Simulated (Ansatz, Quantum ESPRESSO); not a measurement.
# 2H-MoTe2, 1 layer against a metal electrode: the electrode's level over the Fermi level at a withheld member of a series

Method. Quantum ESPRESSO 7.5, PBE, GBRV ultrasoft. The slab is relaxed neutral under PBE-D3(BJ), then held. ESM with bc3: vacuum below and a metal electrode about 6 Å above the top atoms. Fermi-Dirac smearing of 0.004 Ry and a dense mesh. Charges are set per cell from the starting area. The series steps the charge of the slab (positive: electrons removed).

| charge of the slab | electrode's level over the Fermi level (eV) |
| --- | --- |
| 1 ×10¹³ e/cm² | 5.597 |
| 2 ×10¹³ e/cm² | 6.515 |
| 3 ×10¹³ e/cm² | 7.420 |
| 4.5 ×10¹³ e/cm² | 8.778 |
| 6 ×10¹³ e/cm² | 10.137 |
| 8 ×10¹³ e/cm² | 11.954 |

**Question.** What is the electrode's level over the Fermi level at 7 ×10¹³ e/cm²?

**Fit.** The rows at 6 ×10¹³ e/cm² and 8 ×10¹³ e/cm² give a slope of (11.954 − (10.137))/(8 − (6)) = 0.9085, so a straight line gives 11.046 eV. A parabola through these and the row at 4.5 ×10¹³ e/cm² gives 11.045 eV.

What the calculation gave: 11.045 eV. The line misses by +0.001 and the parabola by 0.000 eV. Both misses are under 5 % of the step from the nearer row.

**Limits.** Vacuum fills the gap; ions don't answer the charge; added electrons can spill towards the electrode at the most negative charges. Charges count on the starting cell, which the relaxation changed by some per cent. Members without a usable value, or on the other side of zero field or charge, are not listed.
